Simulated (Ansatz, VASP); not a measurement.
**RbBr: VASP beside Ansatz**

The input INCAR:

```
SYSTEM = RbBr
ALGO = Fast
EDIFF = 1E-6
EDIFFG = -0.005
ENCUT = 600
GGA = PS
IBRION = 2
ISIF = 3
ISMEAR = 0
LASPH = .TRUE.
LCHARG = .FALSE.
LREAL = .FALSE.
LWAVE = .FALSE.
NELM = 100
NSW = 100
PREC = Accurate
SIGMA = 0.02
```

File KPOINTS:

```
k-points
0
G
  6 6 6
  0 0 0
```

File POSCAR:

```
RbBr
1.0
    4.1260773000      0.0000000000      0.0000000000
    0.0000000000      4.1260773000      0.0000000000
    0.0000000000      0.0000000000      4.1260773000
Rb Br
1 1
Direct
    0.0000000000      0.0000000000      0.0000000000
    0.5000000000      0.5000000000      0.5000000000
```

Input for Ansatz:

```yaml
crystal:
  lattice:
    - [4.1260773, 0.0, 0.0]
    - [0.0, 4.1260773, 0.0]
    - [0.0, 0.0, 4.1260773]
  atoms:
    - { symbol: Rb, position: [0.0, 0.0, 0.0] }
    - { symbol: Br, position: [0.5, 0.5, 0.5] }
basis:
  ecutwfc: 420
kpoints:
  mp_grid: { grid: [6, 6, 6] }
hamiltonian:
  xc: pbesol
scf:
  occupations: { method: gaussian, width: 0.02 }
output:
  forces: true
  stress: true
  eigenvalues: true
relax:
  adjacent_minimum: "off"
  f_tol: 0.005
  max_steps: 80
  cell: { stress_tol: 0.05 }
```

The cell comes from a database or a generator and needn't be the stable form of this composition.

Alike in both runs: task relaxation of cell and atoms; functional PBEsol; k mesh 6 × 6 × 6; occupations gaussian, width 0.02 eV; no spin polarisation.

|  | VASP | Ansatz |
| --- | --- | --- |
| version | VASP 6.6.1 | Ansatz 0.2.0 |
| potentials or method | VASP PAW PBE potentials, release 64 (Rb_sv, Br) | scalar-relativistic, plane waves, PAW |
| plane-wave cutoff (eV) | 600 | 420 |
| valence electrons in the cell | 16 | 16 |

Ansatz gave:

```
gap on the k mesh at the Fermi level, each at its own relaxed structure (eV) : 4.04
relaxed volume (Å³/atom)                                                     : 33.71
relaxed cell length with the largest relative difference (Å)                 : 4.070
energy change over the relaxation (meV/atom)                                 : -3
```

What did VASP give for the same quantities?

gap on the k mesh at the Fermi level, each at its own relaxed structure (eV): 4.02; relaxed volume (Å³/atom): 33.88; relaxed cell length with the largest relative difference (Å): 4.077; energy change over the relaxation (meV/atom): -2.

Caveats: the PAW data sets were made with another functional, which shifts forces and pressure a little (VASP). A k mesh can miss the band edges. PBEsol gaps usually lie below the measured ones, often by a third to a half.
